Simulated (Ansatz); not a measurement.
A series in volume per atom on ZnO

Periodic Kohn-Sham DFT of a crystal at fixed atoms; pressure and stress are positive in compression; the energy is the free energy less that of spherical unpolarised free atoms; site moments are those in the method's own spheres, positive along +z. The results are calculated, by Ansatz 0.2.0.

Cell of the first row (space group P6_3mc, No. 186):
```
ZnO
1.0
      3.1831     0.0000     0.0000
     -1.5915     2.7566     0.0000
      0.0000     0.0000     5.0976
Zn O
2 2
Direct
  0.33333 0.66667 0.00000
  0.66667 0.33333 0.50000
  0.33333 0.66667 0.38210
  0.66667 0.33333 0.88210
```

Settings of every row: method frozen-core PAW; functional LDA; relativity scalar; k mesh 8x8x5; filling fermi-dirac; smearing width 0.01 eV; wave cutoff 420 eV; paw set soft_2.

Atom start moment: 0 on all atoms.

Limits: PAW files made with PBE.

| row | volume per atom (Å³) | pressure (GPa) |
| --- | --- | --- |
| 1 | 11.182 | 2.172 |
| 2 | 11.658 | -4.326 |
| 3 | 11.896 | ? |
| 4 | 12.015 | -8.301 |
| 5 | 12.372 | -11.661 |

Question: what pressure should row 3 give?

Worked fit of pressure. Take u = (V_r/V)^(2/3) − 1 with V_r = 11.837 Å³ an atom, which is twice the finite (Eulerian) strain; such expansions in the strain, on which the Birch-Murnaghan equation of state is built, carry the rest volume and the bulk modulus. The shown rows have u = 0.03868, 0.01021, -0.0099, -0.02904. Least squares give pressure = −6.4061 + 198.365 × u + 603.84 × u² GPa; a straight line predicts inner rows, each left out in turn, worse (root mean square 0.44 against 0.02 GPa). The rows lie off it by 0.002, -0.008, 0.010, -0.004 (root mean square 0.0068 GPa). The pressure vanishes at u = 0.0296, or V = 11.33 Å³ an atom, and there the bulk modulus at fixed shape and fractions is B = −V dP/dV = (2/3)(1 + u) dP/du = 161 GPa. Letting shape and atoms relax would as a rule lower it, by much in layered, chain or molecular crystals. The withheld row has u = -0.00331, so the fit gives −6.4061 + 198.365 × (-0.00331) + 603.84 × (-0.00331)² = -7.056 GPa.

The calculation gave -7.05 GPa. The fit lies 0.006 GPa (0.043 % of the column's range) below it; its largest miss of a shown row is 0.010 GPa.
